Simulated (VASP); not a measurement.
ZrSe2:

```
Zr Se
1.0
     3.79800    0.00000    0.00000
    -1.89900    3.28916    0.00000
     0.00000    0.00000    6.19200
Zr Se
1 2
Direct
  0.00000 0.00000 0.00000
  0.33333 0.66667 0.25000
  0.66667 0.33333 0.75000
```

* Program: VASP 6.6.1
* Task: relaxation of cell and atoms
* Functional: PBE
* Potentials or basis: VASP PAW PBE potentials, release 64 (Zr_sv, Se)
* Cutoff: 300 eV
* k mesh: 5 × 5 × 3
* Occupations: gaussian, width 0.03 eV
* Spin: no spin polarisation

At the start: pressure 2.1 GPa; volume 25.78 Å³/atom.

Problem. How do energy, volume and symmetry change on relaxing?

Solution. Over 18 steps the energy falls by 8.6 meV/atom and the volume is 27.83 Å³/atom (+7.9 %); space group P-3m1 (No. 164, to 0.05 Å).

Step by step:
| step | energy change (eV) | largest force (eV/Å) | pressure (GPa) | volume (Å³) |
| --- | --- | --- | --- | --- |
| 1 | 0.0000 | 0.2901 | 2.08 | 77.35 |
| 2 | 0.0002 | 0.3717 | -2.03 | 81.17 |
| 3 | -0.0147 | 0.0487 | -0.07 | 79.22 |
| 4 | -0.0165 | 0.0659 | -0.01 | 79.25 |
| 5 | -0.0178 | 0.0901 | 0.08 | 79.30 |
| 6 | -0.0179 | 0.0982 | 0.11 | 79.32 |
| 7 | -0.0192 | 0.0805 | 0.14 | 79.61 |
| 8 | -0.0223 | 0.0263 | 0.23 | 80.47 |
| 9 | -0.0244 | 0.0824 | 0.46 | 82.20 |
| 10 | -0.0251 | 0.0516 | 0.24 | 82.64 |
| 11 | -0.0255 | 0.0075 | -0.07 | 83.27 |
| 12 | -0.0255 | 0.0059 | -0.07 | 83.29 |
| 13 | -0.0255 | 0.0028 | -0.08 | 83.34 |
| 14 | -0.0256 | 0.0000 | -0.09 | 83.37 |
| 15 | -0.0258 | 0.0101 | -0.06 | 83.47 |
| 16 | -0.0257 | 0.0299 | -0.02 | 83.66 |
| 17 | -0.0259 | 0.0172 | -0.05 | 83.54 |
| 18 | -0.0259 | 0.0030 | 0.03 | 83.48 |

Final structure:
```cif
data_structure
_symmetry_space_group_name_H-M 'P 1'
_symmetry_Int_Tables_number 1
_cell_length_a 3.8098
_cell_length_b 3.8098
_cell_length_c 6.6411
_cell_angle_alpha 90.000
_cell_angle_beta 90.000
_cell_angle_gamma 120.000
_cell_volume 83.48
loop_
_atom_site_label
_atom_site_type_symbol
_atom_site_fract_x
_atom_site_fract_y
_atom_site_fract_z
_atom_site_occupancy
Zr1 Zr 0.00000 0.00000 0.00000 1
Se1 Se 0.33333 0.66667 0.23763 1
Se2 Se 0.66667 0.33333 0.76237 1
```

Caveat: this functional lacks dispersion, which binds the layers, so the pressure and a relaxed spacing across them are unreliable.
